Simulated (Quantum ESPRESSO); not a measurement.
AlRu:

```
CELL_PARAMETERS angstrom
2.99160 0.00000 0.00000
0.00000 2.99160 0.00000
0.00000 0.00000 2.99160
ATOMIC_POSITIONS crystal
Ru 0.50000 0.50000 0.50000
Al 0.00000 0.00000 0.00000
```

| Property | Result |
| --- | --- |
| Program | Quantum ESPRESSO 7.5 |
| Task | phonons |
| Functional | PBE |
| Potentials or basis | GBRV 1.5 PBE |
| Cutoff | 612 eV |
| Density cutoff | 4898 eV |
| k mesh | 9 × 9 × 9 |
| Occupations | cold, width 0.2 eV |
| Spin | no spin polarisation |
| Mixing beta | 0.5 |
| Most SCF iterations | 120 |
| SCF threshold | 4e-10 Ry |

**Question.** Where do the zone-centre optical modes lie?

**Answer.** T1u at 316 cm⁻¹ (IR).

Optical modes at Γ, degenerate ones joined:
```
cm⁻¹  components  symmetry  active in
 316           3       T1u         IR
```

Caveat: the mesh is thin for the phonons of a metal.
